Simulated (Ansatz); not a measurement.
NbP: frozen-core PAW against all-electron methods

```xyz
4
Lattice="3.4419 0.0000 0.0000 -1.7210 2.9808 0.0000 0.0000 0.0000 7.6750" Properties=species:S:1:pos:R:3 pbc="T T T"
Nb    0.0000    1.9872    0.2341
Nb    1.7210    0.9936    4.0716
P     0.0000    1.9872    2.6518
P     1.7210    0.9936    6.4893
```

Atoms are numbered in the order listed.

The structure comes from a relaxation in the same program, started in the wurtzite type, and has space group P6_3mc. Whether it is a known phase or the ground state wasn't checked.

Levels of theory: DFT, PBE, PAW with Ansatz's default frozen-core files, scalar-relativistic (Ansatz 0.2.0); DFT, PBE, all-electron LAPW, scalar-relativistic (Ansatz 0.2.0).

For PAW: a Γ-centred 12×12×7 k mesh, Fermi–Dirac smearing of 0.03 eV, cutoff 420 eV, no spin polarisation. LAPW targets a basis error of 0.5 meV/atom. The Ansatz runs share mesh, smearing and spin set-up. Plane-wave (PAW) pressures include the program's estimate of the Pulay term.

Stress and pressure are positive in compression.

Levels count from the Fermi level.

PAW results:

```json
{"quantity": "pressure (GPa)", "PAW": "0.00"}
{"quantity": "highest filled level at M (eV)", "PAW": "-0.172"}
{"quantity": "lowest empty level at M (eV)", "PAW": "0.574"}
{"quantity": "highest filled level at H (eV)", "PAW": "-0.618"}
{"quantity": "lowest empty level at H (eV)", "PAW": "0.040"}
{"quantity": "highest filled level at A (eV)", "PAW": "-2.019"}
{"quantity": "lowest empty level at A (eV)", "PAW": "0.244"}
```

(1) What does LAPW (all electrons) give for the same quantities?

Results:

(1) 
| quantity | LAPW |
| --- | --- |
| pressure (GPa) | -0.01 |
| highest filled level at M (eV) | -0.173 |
| lowest empty level at M (eV) | 0.574 |
| highest filled level at H (eV) | -0.618 |
| lowest empty level at H (eV) | 0.040 |
| highest filled level at A (eV) | -2.019 |
| lowest empty level at A (eV) | 0.244 |
